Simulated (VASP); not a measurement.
# TiN (Fm-3m) in VASP: further runs

Aim: see how the results for TiN move with the level of theory and the settings. Levels: PBEsol, r2SCAN. Tasks: single point.

Everything below comes from runs of VASP 6.6.1. Logs are shortened: lines on timing, memory, paths and dates and some standing lists are left out, and cuts for length are marked.

## Step 1: The structure

Symmetry: Fm-3m, No. 225, cubic system. The conventional cell has a = 4.206 Å, b = 4.206 Å, c = 4.206 Å, α = 90.00°, β = 90.00°, γ = 90.00°. Ti (site symmetry m-3m) is surrounded by 6 N at 2.10 Å. N (site symmetry m-3m) is surrounded by 6 Ti at 2.10 Å.

The cell is a database's computed one.

## Step 2: Single point, PBEsol

Input file INCAR:

```
  ALGO = Normal
  EDIFF = 1E-6
  ENCUT = 520
  GGA = PS
  ISIF = 2
  ISMEAR = 0
  LASPH = T
  LCHARG = F
  LREAL = F
  LWAVE = F
  NELM = 80
  PREC = Accurate
  SIGMA = 0.5
```

Input file KPOINTS:

```
k-points
0
Gamma
  18 18 18
```

Input file POSCAR:

```
TiN
1.0
    0.0000000000      2.1029700000      2.1029700000
    2.1029700000      0.0000000000      2.1029700000
    2.1029700000      2.1029700000      0.0000000000
Ti N
1 1
Direct
    0.0000000000      0.0000000000      0.0000000000
    0.5000000000      0.5000000000      0.5000000000
```

Potentials or basis: VASP PAW PBE potentials, release 64 (Ti_sv, N).

Run with:

```
$ cat potpaw_PBE.64/Ti_sv/POTCAR potpaw_PBE.64/N/POTCAR > POTCAR
$ mpirun -np 1 vasp_std > vasp.out
```

OUTCAR:

```text
EDIFF = 1E-6
   ENCUT = 520
   GGA = PS
   ISIF = 2
   ISMEAR = 0
   LASPH = T
   LREAL = F
   NELM = 80
   PREC = Accurate

 ion  position               nearest neighbor table
   1  0.000  0.000  0.000-   2 2.10   2 2.10   2 2.10   2 2.10   2 2.10   2 2.10
   2  0.500  0.500  0.500-   1 2.10   1 2.10   1 2.10   1 2.10   1 2.10   1 2.10

  LATTYP: Found a face centered cubic cell.
 ALAT       =     4.2059400000

  Lattice vectors:

 A1 = (   0.0000000000,   2.1029700000,   2.1029700000)
 A2 = (   2.1029700000,   0.0000000000,   2.1029700000)
 A3 = (   2.1029700000,   2.1029700000,   0.0000000000)

Analysis of symmetry for initial positions (statically):
=====================================================================
 Subroutine PRICEL returns:
 Original cell was already a primitive cell.

 Routine SETGRP: Setting up the symmetry group for a
 face centered cubic supercell.

 Subroutine GETGRP returns: Found 48 space group operations
 (whereof 48 operations were pure point group operations)
 out of a pool of 48 trial point group operations.

The static configuration has the point symmetry O_h .

Analysis of symmetry for dynamics (positions and initial velocities):
=====================================================================
 Subroutine PRICEL returns:
 Original cell was already a primitive cell.

 Routine SETGRP: Setting up the symmetry group for a
 face centered cubic supercell.

 Subroutine GETGRP returns: Found 48 space group operations
 (whereof 48 operations were pure point group operations)
 out of a pool of 48 trial point group operations.

The dynamic configuration has the point symmetry O_h .

 Subroutine INISYM returns: Found 48 space group operations
 (whereof 48 operations are pure point group operations),
 and found     1 'primitive' translations

----------------------------------------------------------------------------------------

                                     Primitive cell

  volume of cell :      18.6007

  direct lattice vectors                    reciprocal lattice vectors
     0.000000000  2.102970000  2.102970000    -0.237758979  0.237758979  0.237758979
     2.102970000  0.000000000  2.102970000     0.237758979 -0.237758979  0.237758979
     2.102970000  2.102970000  0.000000000     0.237758979  0.237758979 -0.237758979

  length of vectors
     2.974048695  2.974048695  2.974048695     0.411810632  0.411810632  0.411810632

  position of ions in fractional coordinates (direct lattice)
     0.000000000  0.000000000  0.000000000
     0.500000000  0.500000000  0.500000000

  ion indices of the primitive-cell ions
   primitive index   ion index
                 1           1
                 2           2

----------------------------------------------------------------------------------------

 KPOINTS: k-points

Automatic generation of k-mesh.
 Grid dimensions read from file:
 generate k-points for:   18   18   18

 Generating k-lattice:

  Cartesian coordinates                     Fractional coordinates (reciprocal lattice)
    -0.013208832  0.013208832  0.013208832     0.055555556  0.000000000  0.000000000
     0.013208832 -0.013208832  0.013208832     0.000000000  0.055555556  0.000000000
     0.013208832  0.013208832 -0.013208832     0.000000000  0.000000000  0.055555556

  Length of vectors
     0.022878368  0.022878368  0.022878368

  Shift w.r.t. Gamma in fractional coordinates (k-lattice)
     0.000000000  0.000000000  0.000000000

 Subroutine IBZKPT returns following result:
 ===========================================

 Found    195 irreducible k-points:

 Following reciprocal coordinates:
            Coordinates               Weight
  0.000000  0.000000  0.000000      1.000000
  0.055556  0.000000  0.000000      8.000000
  0.111111  0.000000  0.000000      8.000000
  0.166667  0.000000  0.000000      8.000000
  0.222222  0.000000  0.000000      8.000000
  0.277778  0.000000  0.000000      8.000000
[... 16 lines left out ...]
 -0.277778  0.055556  0.000000     24.000000
 -0.222222  0.055556  0.000000     24.000000
 [... further k-points ...]
   k-points           NKPTS =    195   k-points in BZ     NKDIM =    195   number of bands    NBANDS=     12
   number of dos      NEDOS =    301   number of ions     NIONS =      2
   total plane-waves  NPLWV =  13824
   dimension x,y,z NGX =    24 NGY =   24 NGZ =   24
   dimension x,y,z NGXF=    48 NGYF=   48 NGZF=   48
   ions per type =               1   1
   NGX,Y,Z   is equivalent  to a cutoff of  13.42, 13.42, 13.42 a.u.
   NGXF,Y,Z  is equivalent  to a cutoff of  26.83, 26.83, 26.83 a.u.
 SYSTEM =  unknown system
   PREC   = accura    normal or accurate (medium, high low for compatibility)
   ISTART =      0    job   : 0-new  1-cont  2-samecut
   ICHARG =      2    charge: 1-file 2-atom 10-const
   ISPIN  =      1    spin polarized calculation?
   LNONCOLLINEAR =      F non collinear calculations
   LSORBIT =      F    spin-orbit coupling
   LASPH  =      T    aspherical Exc in radial PAW
   ENCUT  =  520.0 eV  38.22 Ry    6.18 a.u.   5.53  5.53  5.53*2*pi/ulx,y,z
   NELM   =     80;   NELMIN=  2; NELMDL= -5     # of ELM steps
   EDIFF  = 0.1E-05   stopping-criterion for ELM
   LREAL  =      F    real-space projection
   EDIFFG = 0.1E-04   stopping-criterion for IOM
   NSW    =      0    number of steps for IOM
   IBRION =     -1    ionic relax: 0-MD 1-quasi-New 2-CG
   NFREE  =      0    steps in history (QN), initial steepest desc. (CG)
   ISIF   =      2    stress and relaxation
   ISYM   =      2    0-nonsym 1-usesym 2-fastsym
   POTIM  = 0.5000    time-step for ionic-motion
   TEBEG  =    0.0;   TEEND  =   0.0 temperature during run
   PSTRESS=    0.0 pullay stress
   NELECT =      17.0000    total number of electrons
   NUPDOWN=      -1.0000    fix difference up-down
   EMIN   =  10.00;   EMAX   =-10.00  energy-range for DOS
   EFERMI =   0.00;   METHOD = LEGACY
   ISMEAR =     0;   SIGMA  =   0.50  broadening in eV -4-tet -1-fermi 0-gaus
   EFERMI_NEDOS =   21; number of points for ismear=-14 and -15
   IALGO  =     38    algorithm
   IMIX   =      4    mixing-type and parameters
     AMIX     =   0.40;   BMIX     =  1.00
     AMIX_MAG =   1.60;   BMIX_MAG =  1.00
  volume/ion in A,a.u.               =       9.30        62.76
  Fermi-wavevector in a.u.,A,eV,Ry     =   1.588723  3.002250 34.341640  2.524039
  Thomas-Fermi vector in A             =   2.687682
   LORBIT       =      0    0 simple, 1 ext, 2 COOP (PROOUT), +10 PAW based schemes
   GGA     = PS    functional components
   LHFCALC =     F    Hartree Fock is set to
   AEXX    =    0.0000 exact exchange contribution
   IVDW    =     0    specifies the selected vdW correction
   LEPSILON=     F    determine dielectric tensor
   LRPA    =     F    only Hartree local field effects (RPA)
 non-spin polarized calculation
 Gauss-broadening in eV      SIGMA  =   0.50
  energy-cutoff  :      520.00
  volume of cell :       18.60
 maximum number of plane-waves:       531
 NGX is ok and might be reduce to    24
   NGX = 11   NGY = 11   NGZ = 11

 number of electron      16.9999998 magnetization

 Free energy of the ion-electron system (eV)
  ---------------------------------------------------
  ext. energy  EPLUGINS =         0.00000000
  ---------------------------------------------------
  free energy    TOTEN  =       -20.83115605 eV

  energy without entropy =      -20.72992484  energy(sigma->0) =      -20.78054045

 E-fermi :  11.6324     XC(G=0): -13.3626

 val. band max:       11.6256265035   @ k =  -0.1667   0.1111   0.0000
 cond. band min:      11.6691127384   @ k =  -0.4444   0.2778   0.0556
 fundamental gap:      0.0434862349
 Fermi energy:        11.6324459220

 k-point     1 :       0.0000    0.0000    0.0000
  band No.  band energies     occupation
      1     -45.9024      2.00000
      2     -21.9632      2.00000
      3     -21.9632      2.00000
      4     -21.9632      2.00000
      5      -5.5384      2.00000
      6       9.6074      2.00000
      7       9.6074      2.00000
      8       9.6074      2.00000
      9      11.0109      1.92126
     10      11.0109      1.92126
     11      11.0109      1.92126
     12      12.2608      0.07552

 k-point     2 :       0.0556    0.0000    0.0000
  band No.  band energies     occupation
      1     -45.8990      2.00000
      2     -21.9863      2.00000
      3     -21.9650      2.00000
      4     -21.9650      2.00000
      5      -5.4745      2.00000
      6       9.2265      2.00000
      7       9.3205      2.00000
      8       9.3205      2.00000
      9      11.1117      1.85921
     10      11.1117      1.85921
     11      11.2168      1.76027
     12      12.5530      0.00922

 k-point     3 :       0.1111    0.0000    0.0000
  band No.  band energies     occupation
      1     -45.8894      2.00000
      2     -22.0522      2.00000
      3     -21.9704      2.00000
      4     -21.9704      2.00000
      5      -5.2874      2.00000
      6       8.4195      2.00000
      7       8.7295      2.00000
      8       8.7295      2.00000
      9      11.3233      1.61804
     10      11.3233      1.61804
     11      11.5562      1.17070
     12      13.2434      0.00001
[... 286 lines left out ...]
 k-point    23 :      -0.2778    0.0556    0.0000
  band No.  band energies     occupation
      1     -45.8288      2.00000
      2     -22.4358      2.00000
      3     -22.0278      2.00000
      4     -21.9944      2.00000
      5      -4.0070      2.00000
      6       5.2191      2.00000
      7       6.7162      2.00000
      8       6.9730      2.00000
      9      12.3059      0.05679
     10      12.4638      0.01870
     11      13.0439      0.00007
     12      15.5347      0.00000

 k-point    24 :      -0.2222    0.0556    0.0000
  band No.  band energies     occupation
      1     -45.8478      2.00000
      2     -22.3156      2.00000
      3     -22.0167      2.00000
      4     -21.9831      2.00000
      5      -4.4381      2.00000
      6       6.0825      2.00000
      7       7.1520      2.00000
      8       7.4738      2.00000
      9      11.9038      0.44271
     10      12.1243      0.16415
     11      12.6324      0.00468
     12      14.7262      0.00000

 [... further k-points ...]

------------------------ aborting loop because EDIFF is reached ----------------------------------------

  FORCE on cell =-STRESS in cart. coord.  units (eV):
  Direction    XX          YY          ZZ          XY          YZ          ZX
  --------------------------------------------------------------------------------------
  -------------------------------------------------------------------------------------
  Total        0.0705239      0.0705239      0.0705239      0.0000000      0.0000000      0.0000000
  in kB        6.0745967      6.0745967      6.0745967      0.0000000      0.0000000      0.0000000
  external PRESSURE =       6.0745967 kB  Pullay stress =       0.0000000 kB

 VOLUME and BASIS-vectors are now :
 -----------------------------------------------------------------------------
  energy-cutoff  :      520.00
  volume of cell :       18.60
      direct lattice vectors                 reciprocal lattice vectors
     0.000000000  2.102970000  2.102970000    -0.237758979  0.237758979  0.237758979
     2.102970000  0.000000000  2.102970000     0.237758979 -0.237758979  0.237758979
     2.102970000  2.102970000  0.000000000     0.237758979  0.237758979 -0.237758979

 POSITION                                       TOTAL-FORCE (eV/Angst)
 -----------------------------------------------------------------------------------
      0.00000      0.00000      0.00000         0.000000     -0.000000      0.000000
      2.10297      2.10297      2.10297        -0.000000      0.000000      0.000000
 -----------------------------------------------------------------------------------
    total drift:                                0.000000     -0.000000     -0.000000

  FREE ENERGIE OF THE ION-ELECTRON SYSTEM (eV)
  ---------------------------------------------------
  free  energy   TOTEN  =       -20.8311560512 eV

  energy  without entropy=      -20.7299248400  energy(sigma->0) =      -20.78054045
```

Run time: 14 s. Hardware: 1 thread of Intel Xeon 6975P-C (Granite Rapids), shared host; peak memory 0.18 GiB.

What came out:

```
Free energy            : -20.8312 eV
Pressure               : 0.6 GPa
Band gap on the k mesh : none (metal or under the smearing width)
```

Caveat: the PAW data sets were made with another functional, which shifts forces and pressure a little.

## Step 3: Single point, PBEsol

Input file INCAR:

```
  ALGO = Normal
  EDIFF = 1E-6
  ENCUT = 900
  GGA = PS
  ISIF = 2
  ISMEAR = 0
  LASPH = T
  LCHARG = F
  LREAL = F
  LWAVE = F
  NELM = 80
  PREC = Accurate
  SIGMA = 0.1
```

KPOINTS is that of step 2.

POSCAR is that of step 2.

Potentials or basis: VASP PAW PBE potentials, release 64 (Ti_sv, N_h).

Run with:

```
$ cat potpaw_PBE.64/Ti_sv/POTCAR potpaw_PBE.64/N_h/POTCAR > POTCAR
$ mpirun -np 1 vasp_std > vasp.out
```

Run time: 44 s. Hardware: 1 thread of Intel Xeon 6975P-C (Granite Rapids), shared host; peak memory 0.26 GiB.

Results (log left out):

* Free energy: -20.7925 eV
* Pressure: -0.2 GPa
* Band gap on the k mesh: none (metal or under the smearing width)

Levels at points of the mesh, in eV from the Fermi level:
| k point | band 7 | band 8 | band 9 | band 10 | band 11 | band 12 |
| --- | --- | --- | --- | --- | --- | --- |
| (0.00, 0.00, 0.00) | -2.05 | -2.05 | -0.65 | -0.65 | -0.65 | 0.60 |
| (0.50, 0.00, 0.00) | -5.62 | -5.62 | 1.78 | 1.78 | 2.48 | 5.98 |
| (0.50, 0.50, 0.00) | -3.25 | -3.25 | -3.22 | 1.72 | 2.52 | 2.52 |

Caveat: the cutoff is under 1.25 times the usual one of these potentials, so pressure, stress and relaxed cells hold a basis-set (Pulay) error; the PAW data sets were made with another functional, which shifts forces and pressure a little.

## Step 4: Single point, r2SCAN

Input file INCAR:

```
  ALGO = Normal
  EDIFF = 1E-6
  ENCUT = 520
  ISIF = 2
  ISMEAR = 0
  LASPH = T
  LCHARG = F
  LMIXTAU = T
  LREAL = F
  LWAVE = F
  METAGGA = R2SCAN
  NELM = 80
  PREC = Accurate
  SIGMA = 0.1
```

KPOINTS is that of step 3.

POSCAR is that of step 3.

Potentials or basis: VASP PAW PBE potentials, release 64 (Ti_sv, N).

Run with:

```
$ cat potpaw_PBE.64/Ti_sv/POTCAR potpaw_PBE.64/N/POTCAR > POTCAR
$ mpirun -np 1 vasp_std > vasp.out
```

Run time: 68 s. Hardware: 1 thread of Intel Xeon 6975P-C (Granite Rapids), shared host; peak memory 0.18 GiB.

The run converged. Its results:

| Property | Result |
| --- | --- |
| Free energy | -26.0054 eV |
| Pressure | 7.4 GPa |
| Band gap on the k mesh | none (metal or under the smearing width) |

Levels at points of the mesh, in eV from the Fermi level:
| k point | band 7 | band 8 | band 9 | band 10 | band 11 | band 12 |
| --- | --- | --- | --- | --- | --- | --- |
| (0.00, 0.00, 0.00) | -2.43 | -2.43 | -0.65 | -0.65 | -0.65 | 0.60 |
| (0.50, 0.00, 0.00) | -6.06 | -6.06 | 1.80 | 1.80 | 2.53 | 6.13 |
| (0.50, 0.50, 0.00) | -3.66 | -3.66 | -3.21 | 1.72 | 2.54 | 2.54 |

Caveat: the PAW data sets were made with another functional, which shifts forces and pressure a little.

## Step 5: Overview

```tsv
level	potentials or basis	cutoff (eV)	smearing	gap on the mesh (eV)	pressure (GPa)
PBEsol	VASP PAW PBE potentials, release 64 (Ti_sv, N)	520	gaussian 0.5 eV	none	0.6
PBEsol	VASP PAW PBE potentials, release 64 (Ti_sv, N_h)	900	gaussian 0.1 eV	none	-0.2
r2SCAN	VASP PAW PBE potentials, release 64 (Ti_sv, N)	520	gaussian 0.1 eV	none	7.4
```

Alike in all rows: task single point; no spin polarisation; cell as given; k mesh 18 × 18 × 18.

Caveats: the PAW data sets were made with another functional, which shifts forces and pressure a little; the cutoff is under 1.25 times the usual one of these potentials, so pressure, stress and relaxed cells hold a basis-set (Pulay) error (some runs).

Total energies depend on the potentials used, so only differences within one code and one set of settings carry meaning.
